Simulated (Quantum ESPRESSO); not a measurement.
Crystal: CuO.

```
Cu O
1.0
     2.87950    0.00000    0.00000
     0.03907    2.87928    0.00000
     0.01750    0.01724    5.17634
Cu O
2 2
Direct
  0.00000 0.50000 0.00000
  0.50000 0.00000 0.50000
  0.99842 0.00167 0.74989
  0.00158 0.99833 0.25011
```

The cell comes from a database or a generator and needn't be the stable form of this composition.

- Program: Quantum ESPRESSO 7.5
- Task: single point
- Functional: PBE
- Potentials or basis: SSSP 1.3 efficiency PBE
- Cutoff: 748 eV
- Density cutoff: 5987 eV
- k mesh: 9 × 9 × 5
- Occupations: fermi-dirac, width 0.05 eV
- Spin: no spin polarisation

On this cell: pressure 5.6 GPa; largest force 0.012 eV/Å; band gap on the k mesh none (metal or under the smearing width).

The same run follows on a disturbed copy (atoms moved at random, drawn with an rms of 0.05 Å):

```
CELL_PARAMETERS angstrom
2.87950 0.00000 0.00000
0.03907 2.87928 0.00000
0.01750 0.01724 5.17634
ATOMIC_POSITIONS crystal
Cu 0.98699 0.50655 0.99987
Cu 0.48639 0.00099 0.50254
O 0.99593 0.99062 0.74703
O 0.00004 0.99172 0.25001
```

Question: What does the disturbed cell give?

Answer: The energy (extrapolated to zero smearing) moves by +8.0 meV/atom; pressure 5.9 GPa; largest force 0.689 eV/Å; band gap on the k mesh none (metal or under the smearing width).

Forces in eV/Å, atoms in the order of the input:
```
Cu   0.118 -0.679 -0.012
Cu   0.545 -0.109 -0.330
O   -0.343  0.413  0.295
O   -0.320  0.375  0.047
```

Stress tensor (GPa, compression positive):
```
 6.70  0.09 -0.10
 0.09  6.08 -0.24
-0.10 -0.24  5.04
```

Caveats: the run has no spin polarisation, though such a crystal can be magnetic; semilocal functionals often make such compounds metallic where correlation or magnetic order opens a gap, which also shifts bond lengths.
